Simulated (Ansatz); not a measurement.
# EuO: the cost of one run

Computed with Ansatz 0.2.0 (DFT LDA+U (U = 6 eV, J = 0.7 eV on Eu f), plane waves, PAW, no spin–orbit coupling unless a run says so, unless a step's input says otherwise).

## 1. The starting structure

It takes space group Fm-3m (No. 225, cubic). The conventional cell has a = 5.144 Å, b = 5.144 Å, c = 5.144 Å, α = 90.00°, β = 90.00°, γ = 90.00°. Eu (site symmetry m-3m) has 6 O at 2.57 Å as nearest neighbours. O (site symmetry m-3m) is surrounded by 6 Eu at 2.57 Å.

Structure file:

```cif
data_structure
_symmetry_space_group_name_H-M 'P 1'
_symmetry_Int_Tables_number 1
_cell_length_a 3.6373
_cell_length_b 3.6373
_cell_length_c 3.6373
_cell_angle_alpha 60.000
_cell_angle_beta 60.000
_cell_angle_gamma 60.000
_cell_volume 34.03
loop_
_atom_site_label
_atom_site_type_symbol
_atom_site_fract_x
_atom_site_fract_y
_atom_site_fract_z
_atom_site_occupancy
Eu1 Eu 0.50000 0.50000 0.50000 1
O1 O 0.00000 0.00000 0.00000 1
```

Magnetic order typed: ferromagnetic.

An earlier series on this cell reached its lowest free state from «from atoms, symmetry kept, no search», perhaps among other starts.

## 2. Random orbitals: single harmonics, second filling

input.yaml

```yaml
crystal:
  lattice:
    - [0.0, 2.57195197, 2.57195197]
    - [2.57195197, 0.0, 2.57195197]
    - [2.57195197, 2.57195197, 0.0]
  atoms:
    - { symbol: Eu, position: [0.5, 0.5, 0.5], spin: 5.0 }
    - { symbol: O, position: [0.0, 0.0, 0.0] }
basis:
  ecutwfc: 420
  ecutrho_ratio: 4
kpoints:
  mp_grid: { grid: [6, 6, 6] }
hamiltonian:
  xc: lda
  hubbard:
    sites:
      - { site: 0, l: f, u: 6.0, j: 0.7, starting_ns: [{ spin: up, occupation_matrix: s0up }, { spin: down, occupation_matrix: s0down }] }
    occupation_matrices:
      s0up:
        matrix:
          - [0.97, 0.0, 0.0, 0.0, 0.0, 0.0, 0.0]
          - [0.0, 0.97, 0.0, 0.0, 0.0, 0.0, 0.0]
          - [0.0, 0.0, 0.97, 0.0, 0.0, 0.0, 0.0]
          - [0.0, 0.0, 0.0, 0.97, 0.0, 0.0, 0.0]
          - [0.0, 0.0, 0.0, 0.0, 0.02, 0.0, 0.0]
          - [0.0, 0.0, 0.0, 0.0, 0.0, 0.97, 0.0]
          - [0.0, 0.0, 0.0, 0.0, 0.0, 0.0, 0.97]
      s0down:
        matrix:
          - [0.02, 0.0, 0.0, 0.0, 0.0, 0.0, 0.0]
          - [0.0, 0.02, 0.0, 0.0, 0.0, 0.0, 0.0]
          - [0.0, 0.0, 0.02, 0.0, 0.0, 0.0, 0.0]
          - [0.0, 0.0, 0.0, 0.97, 0.0, 0.0, 0.0]
          - [0.0, 0.0, 0.0, 0.0, 0.02, 0.0, 0.0]
          - [0.0, 0.0, 0.0, 0.0, 0.0, 0.02, 0.0]
          - [0.0, 0.0, 0.0, 0.0, 0.0, 0.0, 0.02]
    ns_hold: { iters: 12 }
scf:
  occupations: { method: gaussian, width: 0.05 }
  lower_state_search: "off"
  max_iter: 150
output:
  forces: true
  stress: true
  eigenvalues: true
  populations: true
  hubbard: { sites: [{ site: 0, l: f }] }
magnetization:
  spin_polarized: true
```

The typed matrices put 0.97 on the chosen orbitals and 0.02 on the others, and are held for 12 cycles.

Launch:

```sh
$ ansatz run input.yaml --threads 2 --pin off --max-ram 3072MiB --backend cpu --events-out ev --progress --plain --runs-dir out
```

**Question.** How long does this run take on 2 threads of Arm Neoverse V1, shared host, and how much memory does it need?

About 7.8 s, with a peak of 0.32 GiB.
